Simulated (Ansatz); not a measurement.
**All-electron card of Na**

```
Na
1.0
     0.00000    3.78737    3.78737
     3.78737    0.00000    3.78737
     3.78737    3.78737    0.00000
Na
2
Direct
  0.00000 0.00000 0.00000
  0.25000 0.25000 0.25000
```

Atoms are numbered in the order listed.

The structure comes from a relaxation in the same program, started in the diamond type, and has space group Fd-3m. Whether it is a known phase or the ground state wasn't checked.

Method: DFT, PBE, all-electron LAPW, scalar-relativistic (Ansatz 0.2.0).

Sampling and basis: a Γ-centred 10×10×10 k mesh, Fermi–Dirac smearing of 0.03 eV, basis error target 0.5 meV/atom, no spin polarisation.

| Quantity | Value |
| --- | --- |
| Volume per atom | 54.33 Å³ |
| Pressure at this cell | 0.01 GPa |

Problem. Predict this quantity. Band gap.

Solution. none: bands cross the Fermi level, a metal.

Problem. Predict this quantity. Density of states at the Fermi level (0.2 eV bin).

Solution. 0.99 states/eV per cell.
